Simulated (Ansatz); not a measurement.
# Zirconium, bcc under PBE: ground state and equation of state

Aim: take zirconium in the bcc structure, relax it, solve it on a dense k-mesh, then scale the cell to 7 volumes from 88 to 112 % of the relaxed one and try a fit of the equation of state. The start is ferromagnetic. The k-meshes are 12×12×12 for the relaxation; 20×20×20 for the dense run; 20×20×20 for the volumes.

This is Zr in the bcc structure; at room conditions it is hcp.

Program: Ansatz 0.2.0. Level of theory: DFT PBE, plane waves (420 eV) with PAW, scalar-relativistic. These are calculated values, not measurements.

## (1) The system as given

Symmetry: Im-3m, No. 229, cubic system. Conventional cell: a = 3.598 Å, b = 3.598 Å, c = 3.598 Å, α = 90.00°, β = 90.00°, γ = 90.00°. Zr (site symmetry m-3m) has 8 Zr at 3.12 Å as nearest neighbours.

Coordinates:

```xyz
1
Lattice="-1.7988 1.7988 1.7988 1.7988 -1.7988 1.7988 1.7988 1.7988 -1.7988" Properties=species:S:1:pos:R:3 pbc="T T T"
Zr    0.0000    0.0000    0.0000
```

The atoms start with moments of +1 μB.

## (2) Relaxing cell and atoms

The input, input.yaml:

```yaml
crystal:
  lattice:
    - [-1.7987839886, 1.7987839886, 1.7987839886]
    - [1.7987839886, -1.7987839886, 1.7987839886]
    - [1.7987839886, 1.7987839886, -1.7987839886]
  atoms:
    - { symbol: Zr, position: [0.0, 0.0, 0.0], spin: 1.0 }
hamiltonian:
  xc: pbe
  pseudopotentials:
    kind: paw
    azcp:
      Zr: "pseudopotentials/Zr.paw.azcp"
basis:
  ecutwfc: 420
  fft_grid_basis: typed
kpoints:
  mp_grid: { grid: [12, 12, 12], shift: [0, 0, 0] }
magnetization:
  spin_polarized: true
scf:
  occupations: { method: fermi_dirac, width: 0.05 }
relax:
  max_steps: 60
  f_tol: 0.01
  cell: {}
```

After this run come: Single point on a dense mesh; Equation of state: 88 %; Equation of state: 92 %; Equation of state: 96 %; Equation of state: 100 %; Equation of state: 104 %; Equation of state: 108 %; Equation of state: 112 %.

Before running it: what results should come out? Wanted: space group; conventional cell; volume; shortest distance; gap on the mesh; magnetic state; relative to hcp; V₀, B₀, B₀′.

**Answer**, as computed:

```
                      quantity                         value
space group (spins left aside)               Im-3m (No. 229)
             conventional cell                   a = 3.575 Å
                        volume                22.841 Å³/atom
             shortest distance                       3.096 Å
               gap on the mesh  none (levels filled in part)
                magnetic state                  non-magnetic
               relative to hcp                  +82 meV/atom
                   V₀, B₀, B₀′   22.806 Å³/atom, 89 GPa, 3.1
```

In words: From the guessed start the volume shrank by 1.9 % in 4 steps. Against the reference form of zirconium (hcp, computed apart with the same settings) it stands 82 meV/atom higher. The moments die out: the run ends non-magnetic. Levels at the Fermi energy are filled in part, as in a metal. B₀ comes out at 89 GPa. Relaxation kept the symmetry; phonons were not checked.
